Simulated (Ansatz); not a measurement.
Runs of Ansatz 0.2.0 on Te2Mo. The cell holds a slab with vacuum, 6 atoms: a = 6.362 Å, b = 3.480 Å, c = 36.176 Å, α = 90.00°, β = 90.14°, γ = 90.00°. 

```csv
level,gap on the mesh (eV),relaxed volume (Å³/atom),largest force (eV/Å)
PBEsol+D3(BJ),none,126.04,-
PBE,none,133.02,0.01
LDA,none,127.09,-
PBEsol,none,(b),0.01
PBEsol+D4,none,(a),0.01
```

Alike in all rows: task relaxation of cell and atoms; potentials or basis Ansatz PAW; no spin polarisation; cell relaxed; k mesh 3 × 6 × 1; cutoff (eV) 420; smearing fermi-dirac 0.05 eV.

Question: Estimate the missing entries.

Answer: (a) 128.50; (b) 128.93.

Caveats: the plane-wave basis is chosen anew once the cell has moved, so the energies of steps on either side of that aren't comparable; the PAW data sets come from PBE, with cores solved anew for the run's functional, which leaves a small shift of forces and pressure (some runs).

A k mesh can miss the band edges, and the runs leave out spin-orbit coupling on Mo, Te.

A gap of «none» marks a metal or a gap under the smearing width.
